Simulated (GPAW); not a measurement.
# MgS (Niningerite) (Fm-3m) in GPAW: a series of runs, part 2 of 2

GPAW 26.7.0. Earlier steps stand in the parts before.

### Step 3. Single point, r2SCAN

File run.py:

```python
from ase.dft.bandgap import bandgap
from ase.io import read, write
from ase.units import GPa
from gpaw import GPAW, PW

atoms = read('POSCAR')

calc = GPAW(mode=PW(550),
            xc='MGGA_X_R2SCAN+MGGA_C_R2SCAN',
            kpts={'size': (7, 7, 7), 'gamma': True},
            occupations={'name': 'fermi-dirac', 'width': 0.05},
            nbands=16,
            maxiter=120,
            txt='gpaw.txt')
atoms.calc = calc
energy = atoms.get_potential_energy()
forces = atoms.get_forces()
stress = atoms.get_stress()
calc.write('gs.gpw')
write('result.traj', atoms)
print(f'Energy: {energy:.6f} eV')
print('Forces (eV/A):')
print(forces.round(4))
print('Stress (GPa):', (stress / GPa).round(3))
print('Fermi level:', round(calc.get_fermi_level(), 4), 'eV')
print(f'Gap: {bandgap(calc)[0]:.4f} eV, direct: {bandgap(calc, direct=True)[0]:.4f} eV')
```

File POSCAR:

```
MgS
1.0
    0.0000000000      2.6016500000      2.6016500000
    2.6016500000      0.0000000000      2.6016500000
    2.6016500000      2.6016500000      0.0000000000
S Mg
1 1
Direct
    0.5000000000      0.5000000000      0.5000000000
    0.0000000000      0.0000000000      0.0000000000
```

Potentials or basis: GPAW PAW data sets (gpaw-data 1.2.1), pw.

On the command line:

```
$ OMP_NUM_THREADS=1 python run.py
```

Wall time 19 s (1 thread of Intel Xeon Platinum 8488C (Sapphire Rapids), shared host); peak memory 0.19 GiB.

These settings aren't checked as converged: the numbers below hold their error.

What came out:

```yaml
Free_energy: -15.3993 eV
Pressure: 0.0 GPa
Band_gap_on_the_k_mesh: 3.70 eV, indirect (least direct gap 4.65 eV)
```

Caveat: the cutoff is short for stress and forces, so pressures can be off by a GPa or more; the PAW data sets were made with another functional, which shifts forces and pressure a little; an odd mesh through Γ misses points on the zone boundary, where band edges often lie.

### Step 4. Single point, HSE06

File run.py:

```python
import spglib
from ase import Atoms
from ase.dft.bandgap import bandgap
from ase.io import read, write
from ase.parallel import parprint
from gpaw import GPAW, PW

atoms = read('MgS.cif')
cell, positions, numbers = spglib.find_primitive(
    (atoms.cell[:], atoms.get_scaled_positions(), atoms.numbers), symprec=1e-4)
atoms = Atoms(numbers, cell=cell, scaled_positions=positions, pbc=True)

calc = GPAW(mode=PW(600),
            xc='HSE06',
            kpts={'size': (4, 4, 4), 'gamma': True},
            occupations={'name': 'fermi-dirac', 'width': 0.05},
            nbands=13,
            convergence={'density': 1e-05, 'energy': 1e-05},
            maxiter=60,
            txt='gpaw.txt')
atoms.calc = calc
energy = atoms.get_potential_energy()
forces = atoms.get_forces()
calc.write('gs.gpw')
write('result.traj', atoms)
parprint(f'Energy: {energy:.6f} eV')
parprint('Forces (eV/A):')
parprint(forces.round(4))
parprint('Fermi level:', round(calc.get_fermi_level(), 4), 'eV')
parprint(f'Gap: {bandgap(calc)[0]:.4f} eV, direct: {bandgap(calc, direct=True)[0]:.4f} eV')
```

File MgS.cif:

```cif
data_MgS
_cell_length_a 5.20330000
_cell_length_b 5.20330000
_cell_length_c 5.20330000
_cell_angle_alpha 90.00000000
_cell_angle_beta 90.00000000
_cell_angle_gamma 90.00000000
_space_group_name_H-M_alt 'Fm-3m'
_space_group_name_Hall '-F 4 2 3'
_space_group_IT_number 225
loop_
_space_group_symop_operation_xyz
'x,y,z'
'-x,-y,-z'
'-y,x,z'
'y,-x,-z'
'-x,-y,z'
'x,y,-z'
'y,-x,z'
'-y,x,-z'
'x,-y,-z'
'-x,y,z'
'-y,-x,-z'
'y,x,z'
'-x,y,-z'
'x,-y,z'
'y,x,-z'
'-y,-x,z'
'z,x,y'
'-z,-x,-y'
'z,-y,x'
'-z,y,-x'
'z,-x,-y'
'-z,x,y'
'z,y,-x'
'-z,-y,x'
'-z,x,-y'
'z,-x,y'
'-z,-y,-x'
'z,y,x'
'-z,-x,y'
'z,x,-y'
'-z,y,x'
'z,-y,-x'
'y,z,x'
'-y,-z,-x'
'x,z,-y'
'-x,-z,y'
'-y,z,-x'
'y,-z,x'
'-x,z,y'
'x,-z,-y'
'-y,-z,x'
'y,z,-x'
'-x,-z,-y'
'x,z,y'
'y,-z,-x'
'-y,z,x'
'x,-z,y'
'-x,z,-y'
'x,y+1/2,z+1/2'
'-x,-y+1/2,-z+1/2'
'-y,x+1/2,z+1/2'
'y,-x+1/2,-z+1/2'
[... 63 lines left out ...]
'-z+1/2,y,-x+1/2'
'z+1/2,-x,-y+1/2'
'-z+1/2,x,y+1/2'
'z+1/2,y,-x+1/2'
'-z+1/2,-y,x+1/2'
'-z+1/2,x,-y+1/2'
'z+1/2,-x,y+1/2'
'-z+1/2,-y,-x+1/2'
'z+1/2,y,x+1/2'
'-z+1/2,-x,y+1/2'
'z+1/2,x,-y+1/2'
'-z+1/2,y,x+1/2'
'z+1/2,-y,-x+1/2'
'y+1/2,z,x+1/2'
'-y+1/2,-z,-x+1/2'
'x+1/2,z,-y+1/2'
'-x+1/2,-z,y+1/2'
'-y+1/2,z,-x+1/2'
'y+1/2,-z,x+1/2'
'-x+1/2,z,y+1/2'
'x+1/2,-z,-y+1/2'
'-y+1/2,-z,x+1/2'
'y+1/2,z,-x+1/2'
'-x+1/2,-z,-y+1/2'
'x+1/2,z,y+1/2'
'y+1/2,-z,-x+1/2'
'-y+1/2,z,x+1/2'
'x+1/2,-z,y+1/2'
'-x+1/2,z,-y+1/2'
'x+1/2,y+1/2,z'
'-x+1/2,-y+1/2,-z'
'-y+1/2,x+1/2,z'
'y+1/2,-x+1/2,-z'
'-x+1/2,-y+1/2,z'
'x+1/2,y+1/2,-z'
'y+1/2,-x+1/2,z'
'-y+1/2,x+1/2,-z'
'x+1/2,-y+1/2,-z'
'-x+1/2,y+1/2,z'
'-y+1/2,-x+1/2,-z'
'y+1/2,x+1/2,z'
'-x+1/2,y+1/2,-z'
'x+1/2,-y+1/2,z'
'y+1/2,x+1/2,-z'
'-y+1/2,-x+1/2,z'
'z+1/2,x+1/2,y'
'-z+1/2,-x+1/2,-y'
'z+1/2,-y+1/2,x'
'-z+1/2,y+1/2,-x'
'z+1/2,-x+1/2,-y'
'-z+1/2,x+1/2,y'
'z+1/2,y+1/2,-x'
'-z+1/2,-y+1/2,x'
'-z+1/2,x+1/2,-y'
'z+1/2,-x+1/2,y'
'-z+1/2,-y+1/2,-x'
'z+1/2,y+1/2,x'
'-z+1/2,-x+1/2,y'
'z+1/2,x+1/2,-y'
'-z+1/2,y+1/2,x'
'z+1/2,-y+1/2,-x'
'y+1/2,z+1/2,x'
'-y+1/2,-z+1/2,-x'
'x+1/2,z+1/2,-y'
'-x+1/2,-z+1/2,y'
'-y+1/2,z+1/2,-x'
'y+1/2,-z+1/2,x'
'-x+1/2,z+1/2,y'
'x+1/2,-z+1/2,-y'
'-y+1/2,-z+1/2,x'
'y+1/2,z+1/2,-x'
'-x+1/2,-z+1/2,-y'
'x+1/2,z+1/2,y'
'y+1/2,-z+1/2,-x'
'-y+1/2,z+1/2,x'
'x+1/2,-z+1/2,y'
'-x+1/2,z+1/2,-y'
loop_
_atom_site_label
_atom_site_type_symbol
_atom_site_symmetry_multiplicity
_atom_site_Wyckoff_symbol
_atom_site_fract_x
_atom_site_fract_y
_atom_site_fract_z
_atom_site_occupancy
S1 S 4 b 0.5000000000 0.0000000000 0.0000000000 1
Mg1 Mg 4 a 0.0000000000 0.0000000000 0.0000000000 1
```

On the command line:

```
$ OMP_NUM_THREADS=1 mpirun -n 4 gpaw python run.py
```

Wall time 7.4 min (4 MPI ranks of Arm Neoverse V2, shared host); peak memory 0.2 GiB.

The run converged. Its results:

```
Free energy            : -15.8497 eV
Band gap on the k mesh : 3.85 eV, indirect (least direct gap 4.87 eV)
```

Levels at points of the mesh, in eV from the valence-band top:
```tsv
k point	band 4	band 5	band 6	band 7	band 8	band 9
(0.00, 0.00, 0.00)	-44.73	-13.94	0.00	0.00	0.00	4.87
(0.50, 0.50, 0.00)	-44.73	-12.11	-4.56	-1.83	-1.83	3.85
(0.50, 0.50, 0.50)	-44.73	-12.52	-5.23	-0.64	-0.64	5.61
```

Caveat: the k mesh is coarse (spacing up to 0.52 Å⁻¹), so the values aren't converged, least of all with exact exchange; exact exchange converges slowly with the k mesh, and this mesh is small; the PAW data sets were made with another functional, which shifts forces and pressure a little.

### Step 5. Single point, PBE0

Changes to run.py since step 4:

```diff
@@ -1,3 +1 @@
-import spglib
-from ase import Atoms
 from ase.dft.bandgap import bandgap
@@ -7,9 +5,6 @@
 
-atoms = read('MgS.cif')
-cell, positions, numbers = spglib.find_primitive(
-    (atoms.cell[:], atoms.get_scaled_positions(), atoms.numbers), symprec=1e-4)
-atoms = Atoms(numbers, cell=cell, scaled_positions=positions, pbc=True)
+atoms = read('POSCAR')
 
 calc = GPAW(mode=PW(600),
-            xc='HSE06',
+            xc='PBE0',
             kpts={'size': (4, 4, 4), 'gamma': True},
```

POSCAR is that of step 3.

On the command line:

```
$ OMP_NUM_THREADS=1 mpirun -n 4 gpaw python run.py
```

Run time: 8 min. Hardware: 4 MPI ranks of Arm Neoverse V2, shared host; peak memory 0.2 GiB.

It converged, with:

| Quantity | Value |
| --- | --- |
| Free energy | -9.9300 eV |
| Band gap on the k mesh | 4.54 eV, indirect (least direct gap 5.56 eV) |

Levels at points of the mesh, in eV from the valence-band top:
| k point | band 6 | band 7 | band 8 | band 9 |
| --- | --- | --- | --- | --- |
| (0.00, 0.00, 0.00) | 0.00 | 0.00 | 0.00 | 5.56 |
| (0.50, 0.50, 0.00) | -4.63 | -1.86 | -1.86 | 4.54 |
| (0.50, 0.50, 0.50) | -5.31 | -0.65 | -0.65 | 6.30 |

Caveat: the k mesh is coarse (spacing up to 0.52 Å⁻¹), so the values aren't converged, least of all with exact exchange; exact exchange converges slowly with the k mesh, and this mesh is small; the PAW data sets were made with another functional, which shifts forces and pressure a little.

### Step 6. Overview

| level | k mesh | ranks | mesh quality | gap on the mesh (eV) |
| --- | --- | --- | --- | --- |
| HSE06 | 6 × 6 × 6 | 8 | not flagged | 3.85 |
| HSE06 | 4 × 4 × 4 | 4 | coarse | 3.85 |
| PBE0 | 4 × 4 × 4 | 4 | coarse | 4.54 |

Alike in all rows: task single point; potentials or basis GPAW PAW data sets (gpaw-data 1.2.1), pw; no spin polarisation; cell as given; cutoff (eV) 600; smearing fermi-dirac 0.05 eV.

Caveats: some runs use coarse meshes; the PAW data sets were made with another functional, which shifts forces and pressure a little; exact exchange converges slowly with the k mesh, and this mesh is small (some runs).

Absolute energies hang on the potentials; compare differences alone.
